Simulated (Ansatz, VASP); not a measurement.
# Ba3Ti4O12 in two plane-wave programs, part 2 of 2

Wanted: the spread between two codes on one cell, functional and k mesh. The cell is taken from a series of runs on this material, whose earlier steps may have relaxed, scaled, displaced or heated it; both programs get it as it stands.

VASP 6.6.1 and Ansatz 0.2.0.

So far: Set-up; Ansatz: single point, PBE0.

## 3. VASP: single point, PBE0

Level of this step: PBE0, spin-polarised from a ferromagnetic start; plane waves and PAW (Ba_sv, Ti_sv, O) (VASP).

The same cell, functional, mesh and smearing now go to VASP, with its own data sets.

Lines of VASP's logs that name or quote its potential files are left out, and so is its time.

The run reads the wave functions of an earlier VASP run, which isn't shown here.

Input file INCAR:

```
SYSTEM = Ba3Ti4O12
PREC = Accurate
ENCUT = 520
EDIFF = 1E-06
NELM = 100
ISMEAR = -1
SIGMA = 0.01
LREAL = .FALSE.
ALGO = Normal
LHFCALC = .TRUE.
AEXX = 0.25
GGA = PE
LASPH = .TRUE.
NBANDS = 105
ISPIN = 2
MAGMOM = 0 -0 0 -0.01 -0.02 -0.02 -0.03 0.02 0.02 0.01 0.78 0.02 0.78 0.02 0.01 0.07 0.07 0.07 0.09
LMAXMIX = 4
PRECFOCK = Fast
LORBIT = 11
LWAVE = .FALSE.
LCHARG = .FALSE.
ISIF = 2
NUPDOWN = 2
```

Input file POSCAR:

```
Ba3Ti4O12
1.0
   -3.9998000000     -3.9998000000     -4.0180000000
   -3.9998000000     -3.9998000000      4.0180000000
   -3.9998000000      3.9998000000     -4.0180000000
Ba Ti O
3 4 12
Direct
    0.5076652448      0.4935490205      0.9929039354
    0.4964692797      0.0035307203      0.4924234890
    0.0064509795      0.9923347552      0.9929039354
    0.0208362072      0.4791637928      0.9792727242
    0.9964484749      0.9737045465      0.5011630947
    0.5262954535      0.5035515251      0.5011630947
    0.5220569785      0.9779430215      0.9621875413
    0.9955413443      0.7652631847      0.2520294187
    0.9920064207      0.2542895408      0.7638746531
    0.4850702117      0.7591611526      0.7576382012
    0.4853161409      0.2600393393      0.2538540141
    0.2457104592      0.5079935793      0.7638746531
    0.2399606607      0.0146838591      0.2538540141
    0.7347368153      0.5044586557      0.2520294187
    0.7408388474      0.0149297883      0.7576382012
    0.2537806775      0.2462193225      0.9905549806
    0.2490658994      0.7642670806      0.4932055656
    0.7357329194      0.2509341006      0.4932055656
    0.7194717554      0.7805282446      0.0193102793
```

Input file KPOINTS:

```
Automatic mesh
0
Gamma
2 2 2
0 0 0
```

PAW data sets: Ba_sv, Ti_sv and O (PBE family, release 64).

Launch:

```bash
$ export OMP_NUM_THREADS=3
$ mpirun -np 1 vasp_std
```

Numbers of over 12 decimals in the logs are rounded to 6 here.

The program printed:

```text
[banner, memory and clock lines left out]
running    1 mpi-ranks, on    1 nodes
 distrk:  each k-point on    1 cores,    1 groups
 distr:  one band on    1 cores,    1 groups
 Offloading initialized ...    1 GPUs detected
 POSCAR found type information on POSCAR BaTiO
 POSCAR found :  3 types and      19 ions
|                                                                             |
|               ----> ADVICE to this user running VASP <----                  |
|                                                                             |
|     You have a (more or less) 'large supercell' and for larger cells it     |
|     might be more efficient to use real-space projection operators.         |
|     Therefore, try LREAL= Auto in the INCAR file.                           |
|     Mind: For very accurate calculation, you might also keep the            |
|     reciprocal projection scheme (i.e. LREAL=.FALSE.).                      |
|                                                                             |

 LDA part: xc-table for (Slater+PW92), standard interpolation
 found WAVECAR, reading the header
 POSCAR, INCAR and KPOINTS ok, starting setup
 FFT: planning ... GRIDC
 FFT: planning ... GRID_SOFT
 FFT: planning ... GRID
 reading WAVECAR
 the WAVECAR file was read successfully
 initial charge from wavefunction
 entering main loop
       N       E                     dE             d eps       ncg     rms          rms(c)
DAV:   1    -0.193315151494E+03   -0.19332E+03   -0.38346E+00  2933   0.122E+01    0.721E+00
DAV:   2    -0.193050982012E+03    0.26417E+00   -0.21500E+00  3087   0.969E+00    0.258E+00
DAV:   3    -0.193365320809E+03   -0.31434E+00   -0.75426E-01  3288   0.369E+00    0.229E+00
DAV:   4    -0.193346866516E+03    0.18454E-01   -0.16307E-01  3216   0.217E+00    0.134E+00
DAV:   5    -0.193345090321E+03    0.17762E-02   -0.35788E-02  3048   0.716E-01    0.856E-01
DAV:   6    -0.193339295300E+03    0.57950E-02   -0.87133E-03  3112   0.509E-01    0.477E-01
DAV:   7    -0.193338811500E+03    0.48380E-03   -0.47783E-03  3032   0.263E-01    0.345E-01
DAV:   8    -0.193339213065E+03   -0.40157E-03   -0.20302E-03  3360   0.205E-01    0.262E-01
DAV:   9    -0.193339918898E+03   -0.70583E-03   -0.12265E-03  3127   0.122E-01    0.212E-01
DAV:  10    -0.193340558014E+03   -0.63912E-03   -0.81880E-04  3000   0.971E-02    0.184E-01
DAV:  11    -0.193341095551E+03   -0.53754E-03   -0.64008E-04  3096   0.812E-02    0.166E-01
DAV:  12    -0.193341527550E+03   -0.43200E-03   -0.51371E-04  2904   0.724E-02    0.151E-01
DAV:  13    -0.193341872598E+03   -0.34505E-03   -0.42518E-04  2943   0.651E-02    0.137E-01
DAV:  14    -0.193342147790E+03   -0.27519E-03   -0.34352E-04  2872   0.582E-02    0.125E-01
[...]
DAV:  33    -0.193343222841E+03   -0.39321E-05   -0.55876E-06  2288   0.743E-03    0.158E-02
DAV:  34    -0.193343225992E+03   -0.31510E-05   -0.44643E-06  2216   0.666E-03    0.142E-02
DAV:  35    -0.193343228514E+03   -0.25222E-05   -0.35927E-06  2176   0.600E-03    0.127E-02
DAV:  36    -0.193343230535E+03   -0.20210E-05   -0.28969E-06  2096   0.542E-03    0.113E-02
DAV:  37    -0.193343232154E+03   -0.16183E-05   -0.23267E-06  2024   0.488E-03    0.101E-02
DAV:  38    -0.193343233449E+03   -0.12951E-05   -0.18815E-06  1952   0.442E-03    0.908E-03
DAV:  39    -0.193343234486E+03   -0.10368E-05   -0.15390E-06  1904   0.400E-03    0.811E-03
DAV:  40    -0.193343235314E+03   -0.82860E-06   -0.12402E-06  1808   0.364E-03
   1 F= -.19334324E+03 E0= -.19334324E+03  d E =-.358302E-13  mag=     2.0000
```

From OUTCAR (step 3):

```text
ion  position               nearest neighbor table
   1  0.508  0.494  0.993-  15 2.71   9 2.75  14 2.76  12 2.79  11 2.81  18 2.83  19 2.83  17 2.83
                            16 2.84  10 2.84   8 2.91  13 2.96   6 3.40   4 3.44   7 3.47   5 3.47
   2  0.496  0.004  0.492-  19 2.68  18 2.75  17 2.75  13 2.81  11 2.81  16 2.82   8 2.83  14 2.83
                            12 2.86   9 2.86  15 2.89  10 2.89   4 3.33   7 3.38   5 3.43   6 3.43
   3  0.006  0.992  0.993-  10 2.71  12 2.75   8 2.76   9 2.79  13 2.81  17 2.83  19 2.83  18 2.83
                            16 2.84  15 2.84  14 2.91  11 2.96   5 3.40   4 3.44   7 3.47   6 3.47
   4  0.021  0.479  0.979-   9 1.88  12 1.88  16 1.92  14 2.14   8 2.14  19 2.27   2 3.33   1 3.44
                             3 3.44   3 3.50   1 3.50   2 3.61
   5  0.996  0.974  0.501-  17 1.84   8 1.85  15 1.90  13 2.14   9 2.16  18 2.20   3 3.40   2 3.43
                             1 3.47   1 3.48   2 3.52   3 3.55
   6  0.526  0.504  0.501-  18 1.84  14 1.85  10 1.90  11 2.14  12 2.16  17 2.20   1 3.40   2 3.43
                             3 3.47   3 3.48   2 3.52   1 3.55
   7  0.522  0.978  0.962-  19 1.84  15 1.85  10 1.85  16 2.05  13 2.16  11 2.16   2 3.38   1 3.47
                             3 3.47   1 3.48   3 3.48   2 3.56
   8  0.996  0.765  0.252-   5 1.85   4 2.14   3 2.76   2 2.83   1 2.91
   9  0.992  0.254  0.764-   4 1.88   5 2.16   1 2.75   3 2.79   2 2.86
  10  0.485  0.759  0.758-   7 1.85   6 1.90   3 2.71   1 2.84   2 2.89
  11  0.485  0.260  0.254-   6 2.14   7 2.16   1 2.81   2 2.81   3 2.96
  12  0.246  0.508  0.764-   4 1.88   6 2.16   3 2.75   1 2.79   2 2.86
  13  0.240  0.015  0.254-   5 2.14   7 2.16   3 2.81   2 2.81   1 2.96
  14  0.735  0.504  0.252-   6 1.85   4 2.14   1 2.76   2 2.83   3 2.91
  15  0.741  0.015  0.758-   7 1.85   5 1.90   1 2.71   3 2.84   2 2.89
  16  0.254  0.246  0.991-   4 1.92   7 2.05   2 2.82   1 2.84   3 2.84
  17  0.249  0.764  0.493-   5 1.84   6 2.20   2 2.75   3 2.83   1 2.83
  18  0.736  0.251  0.493-   6 1.84   5 2.20   2 2.75   1 2.83   3 2.83
  19  0.719  0.781  0.019-   7 1.84   4 2.27   2 2.68   1 2.83   3 2.83

  LATTYP: Found a body centered tetragonal cell.
 ALAT       =     7.9996000000
 C/A-ratio  =     1.0045502275

 Subroutine GETGRP returns: Found  2 space group operations
 (whereof  1 operations were pure point group operations)

The static configuration has the point symmetry C_1 .
 The point group associated with its full space group is C_1h.

 Found      6 irreducible k-points:

   k-points           NKPTS =      6   k-points in BZ     NKDIM =      8   number of bands    NBANDS=    105

   dimension x,y,z NGX =    54 NGY =   54 NGZ =   54
   dimension x,y,z NGXF=   108 NGYF=  108 NGZF=  108

   ENCUT  =  520.0 eV  38.22 Ry    6.18 a.u.  12.90 12.90 12.90*2*pi/ulx,y,z

   NELECT =     150.0000    total number of electrons

 k-points in reciprocal lattice and weights: Automatic mesh
   0.00000000  0.00000000  0.00000000       0.125
   0.50000000  0.00000000  0.00000000       0.250
   0.50000000  0.00000000  0.50000000       0.250
   0.50000000  0.50000000  0.00000000       0.125
   0.00000000  0.00000000  0.50000000       0.125
   0.50000000  0.50000000  0.50000000       0.125

  exchange ACFDT corr.  =         0.00000000  see jH, gK, PRB 81, 115126

 average (electrostatic) potential at core
       1 -29.9532       2 -29.8281       3 -29.9532       4 -72.5719       5 -72.5736
       6 -72.5736       7 -72.6896       8 -63.8816       9 -63.6624      10 -64.6721
      11 -65.6507      12 -63.6624      13 -65.6507      14 -63.8816      15 -64.6721
      16 -63.9298      17 -64.0862      18 -64.0862      19 -64.1225

 E-fermi :   1.6485

 spin component 1
 k-point     1 :       0.0000    0.0000    0.0000
  band No.  band energies     occupation
    ...
     72       0.7783      1.00000
     73       0.8812      1.00000
     74       1.0419      1.00000
     75       1.0948      1.00000
     76       1.1095      1.00000
     77       6.0757      0.00000
     78       6.1593      0.00000
     79       6.2426      0.00000
     80       7.4595      0.00000
     81       7.5080      0.00000
    ...

 k-point     2 :       0.5000    0.0000    0.0000
  band No.  band energies     occupation
    ...
     72       0.5291      1.00000
     73       0.7051      1.00000
     74       0.8751      1.00000
     75       0.9272      1.00000
     76       1.0262      1.00000
     77       6.5340      0.00000
     78       6.7802      0.00000
     79       6.8429      0.00000
     80       6.9853      0.00000
     81       6.9905      0.00000
    ...

 k-point     3 :       0.5000    0.0000    0.5000
  band No.  band energies     occupation
    ...
     72       0.5933      1.00000
     73       0.7048      1.00000
     74       0.7702      1.00000
     75       0.9793      1.00000
     76       1.0070      1.00000
     77       6.4681      0.00000
     78       6.6950      0.00000
     79       6.8480      0.00000
     80       6.8948      0.00000
     81       7.1133      0.00000
    ...

 k-point     4 :       0.5000    0.5000    0.0000
  band No.  band energies     occupation
    ...
     72       0.6755      1.00000
     73       0.7238      1.00000
     74       0.7576      1.00000
     75       0.8861      1.00000
     76       1.0371      1.00000
     77       6.3973      0.00000
     78       6.5941      0.00000
     79       6.7647      0.00000
     80       6.9885      0.00000
     81       7.0016      0.00000
    ...

 k-point     5 :       0.0000    0.0000    0.5000
  band No.  band energies     occupation
    ...
     72       0.7259      1.00000
     73       0.7307      1.00000
     74       0.8266      1.00000
     75       0.9358      1.00000
     76       0.9854      1.00000
     77       6.5094      0.00000
     78       6.5683      0.00000
     79       6.6435      0.00000
     80       6.9717      0.00000
     81       7.0741      0.00000
    ...

 k-point     6 :       0.5000    0.5000    0.5000
  band No.  band energies     occupation
    ...
     73       0.5714      1.00000
     74       1.0502      1.00000
     75       1.1617      1.00000
     76       1.1987      1.00000
     77       6.0479      0.00000
     78       6.0965      0.00000
     79       6.5180      0.00000
     80       7.3380      0.00000
     81       7.4789      0.00000
     82       7.5055      0.00000
    ...

  Total        0.5011796      0.5011796     -4.6309193     -0.5502201      0.2955611     -0.2952132
  in kB        3.1228960      3.1228960    -28.8556802     -3.4284718      1.8416679     -1.8395001
  external PRESSURE =      -7.5366294 kB  Pullay stress =       0.0000000 kB

  energy-cutoff  :      520.00
  volume of cell :      257.13
      direct lattice vectors                 reciprocal lattice vectors
    -3.999800000 -3.999800000 -4.018000000     0.000000000 -0.125006250 -0.124440020
    -3.999800000 -3.999800000  4.018000000    -0.125006250  0.000000000  0.124440020
    -3.999800000  3.999800000 -4.018000000    -0.125006250  0.125006250  0.000000000

 POSITION                                       TOTAL-FORCE (eV/Angst)
 -----------------------------------------------------------------------------------
     -7.97607     -0.03324     -4.04621        -0.076192      0.127901      0.053146
     -3.96950     -0.03030     -3.95918         0.001488     -0.001488      0.178022
     -7.96636     -0.02353     -0.02821        -0.127901      0.076192      0.053146
     -5.91680      1.91700     -2.09316         0.427366     -0.427366     -0.353903
     -9.88477     -5.87567     -2.10506         0.458033     -0.495347     -0.376984
     -6.12373     -2.11463     -2.10506         0.495347     -0.458033     -0.376984
     -9.84826     -2.15114     -2.03432        -0.398376      0.398376     -0.238673
     -8.05093     -6.03480     -1.93791        -0.403357      0.187470     -0.111767
     -8.04028     -1.92959     -6.03339        -0.511869     -0.119922      0.052140
     -8.00708     -1.94628     -1.94289        -0.010981     -0.168075     -0.081993
     -3.99664     -1.96591     -1.92515        -0.017053     -0.028104     -0.091365
     -6.07001      0.04068     -2.01539         0.119922      0.511869      0.052140
     -2.03389     -0.00316     -1.92515         0.028104      0.017053     -0.091365
     -5.96460     -3.94847     -1.93791        -0.187470      0.403357     -0.111767
     -6.05332      0.00748     -5.96089         0.168075      0.010981     -0.081993
     -5.96192      1.96212     -4.01043        -0.095543      0.095543      0.249877
     -6.02585     -2.08041      0.08838         0.122978      0.141425      0.467695
     -5.91919     -1.97375     -3.92962        -0.141425     -0.122978      0.467695
     -6.07694     -5.92246      0.16774         0.148854     -0.148854      0.342934
 -----------------------------------------------------------------------------------
    total drift:                                0.000119     -0.000125      0.000203

  FREE ENERGIE OF THE ION-ELECTRON SYSTEM (eV)
  ---------------------------------------------------
  free  energy   TOTEN  =      -193.3432353143 eV

  energy  without entropy=     -193.3432353143  energy(sigma->0) =     -193.34323531

 total charge
# of ion       s       p       d       tot
------------------------------------------
    1        2.005   5.656   0.296   7.957
    2        2.005   5.661   0.300   7.966
    3        2.005   5.656   0.296   7.957
    4        2.213   6.264   1.600  10.077
    5        2.225   6.291   1.661  10.176
    6        2.225   6.291   1.661  10.176
    7        2.234   6.314   1.687  10.235
    8        1.572   3.493   0.000   5.064
    9        1.569   3.487   0.000   5.056
   10        1.575   3.547   0.000   5.122
   11        1.592   3.300   0.000   4.892
   12        1.569   3.487   0.000   5.056
   13        1.592   3.300   0.000   4.892
   14        1.572   3.493   0.000   5.064
   15        1.575   3.547   0.000   5.122
   16        1.569   3.487   0.000   5.056
   17        1.573   3.483   0.000   5.056
   18        1.573   3.483   0.000   5.056
   19        1.574   3.475   0.000   5.049
--------------------------------------------------
tot         33.815  83.715   7.500 125.029

 magnetization (x)
# of ion       s       p       d       tot
------------------------------------------
    1       -0.001   0.004  -0.003   0.000
    2       -0.001   0.000  -0.005  -0.006
    3       -0.001   0.004  -0.003   0.000
    4       -0.000   0.000  -0.010  -0.010
    5       -0.002  -0.003  -0.033  -0.037
    6       -0.002  -0.003  -0.033  -0.037
    7       -0.003  -0.005  -0.048  -0.055
    8        0.001   0.019   0.000   0.020
    9        0.000   0.016   0.000   0.017
   10        0.000   0.007   0.000   0.007
   11        0.013   0.684   0.000   0.697
   12        0.000   0.016   0.000   0.017
   13        0.013   0.684   0.000   0.697
   14        0.001   0.019   0.000   0.020
   15        0.000   0.007   0.000   0.007
   16        0.002   0.063   0.000   0.065
   17        0.002   0.069   0.000   0.071
   18        0.002   0.069   0.000   0.071
   19        0.002   0.091   0.000   0.093
--------------------------------------------------
tot          0.029   1.742  -0.135   1.636

[... 6 further parts left out ...]
```

The magnetic state follows from one typed start and may not be the lowest. Harder data sets than Ba_sv exist (the GW ones), and pressures, volumes and forces can shift noticeably with them.

## 4. Comparison

Known differences besides the potentials themselves: exact exchange at q = 0 is treated differently, which shows on coarse meshes; VASP keeps PBE cores, Ansatz makes them for the functional; the cutoff is 420 eV in Ansatz and 520 eV in VASP; VASP takes a coarser grid for exact exchange (PRECFOCK = Fast); site moments are counted in spheres of each program's own size. Total energies have different zeros and are not compared.

Compared:

| quantity | Ansatz | VASP | difference |
| --- | --- | --- | --- |
| total moment, fixed by the input (μB) | 2.00 | 2.00 | 0.00 |
| moment on O13 (μB) | 0.78 | 0.70 | +0.08 |
| moment on O11 (μB) | 0.78 | 0.70 | +0.08 |
| moment on O19 (μB) | 0.09 | 0.09 | 0.00 |
| moment on O17 (μB) | 0.07 | 0.07 | 0.00 |
| moment on O18 (μB) | 0.07 | 0.07 | 0.00 |
| moment on O16 (μB) | 0.07 | 0.07 | 0.00 |
| moment on Ti7 (μB) | -0.03 | -0.06 | +0.02 |

Forces on 8 of the 19 atoms, those with the largest forces and the largest differences (eV/Å; atoms numbered as in POSCAR):

| atom | Ansatz x, y, z | VASP x, y, z |
| --- | --- | --- |
| Ti4 | 0.477, -0.477, -0.407 | 0.427, -0.427, -0.354 |
| Ti5 | 0.509, -0.456, -0.439 | 0.458, -0.495, -0.377 |
| Ti6 | 0.456, -0.509, -0.439 | 0.495, -0.458, -0.377 |
| Ti7 | -0.348, 0.348, -0.284 | -0.398, 0.398, -0.239 |
| O9 | -0.565, -0.079, 0.032 | -0.512, -0.120, 0.052 |
| O12 | 0.079, 0.565, 0.032 | 0.120, 0.512, 0.052 |
| O18 | -0.115, -0.094, 0.540 | -0.141, -0.123, 0.468 |
| O19 | 0.110, -0.110, 0.415 | 0.149, -0.149, 0.343 |

The forces differ by 39 meV/Å r.m.s., which is 14.6 % of the r.m.s. force of 0.264 eV/Å (both taken over all components).

## 5. Summary of results

```
r.m.s. force difference (single point, PBE0) : 15 % of the r.m.s. force
```

The r.m.s. force difference is 15 % of the r.m.s. force (single point, PBE0), beyond the 3 % picked in this series as the mark of a large difference. What causes the difference of the single point, PBE0 pair stays open here. How closely two codes agree says nothing of how well the functional describes the real material.

[Lines on the potential files, build, host, timing and source positions are cut from VASP's logs without a mark.]

[Logs are printed without paths, hosts, clocks, repeated set-up lines and the standing remarks that a program may print on its own settings, such as how far it seeks lower states.]

[Hosts, paths, dates, database ids (printed as entryN), source tags and the programs' standing remarks are cut or masked in the printed files.]
